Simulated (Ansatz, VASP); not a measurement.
**AlNi: VASP beside Ansatz**

```
Al Ni
1.0
     3.11148    0.00000    0.00000
     0.00000    3.11148    0.00000
     0.00000    0.00000    3.11148
Al Ni
1 1
Direct
  0.00000 0.00000 0.00000
  0.50000 0.50000 0.50000
```

Change from the starting cell: strain +0.080 along x and y, +0.080 along z, atoms carried along.

Alike in both runs: task single point; functional PBE; k mesh 16 × 16 × 16; occupations gaussian, width 0.15 eV; no spin polarisation.

|  | VASP | Ansatz |
| --- | --- | --- |
| version | VASP 6.6.1 | Ansatz 0.2.0 |
| potentials or method | VASP PAW PBE potentials, release 64 (Al, Ni) | scalar-relativistic, plane waves, PAW |
| plane-wave cutoff (eV) | 520 | 420 |
| valence electrons in the cell | 13 | 21 |

```csv
,VASP,Ansatz,Ansatz less VASP
gap on the k mesh at the Fermi level (eV),none,none,-
pressure (GPa),-21.4,-21.5,-0.07
```

A gap of «none» marks a metal or a gap that the smearing closes. The two sets of potentials don't hold the same shells in valence.

Caveats: so large a pressure means that the cell lies far from this level's equilibrium, or that cutoff or potentials fall short (VASP). Spin polarisation is off, so any magnetic state and its effect on volume and gap are missing.
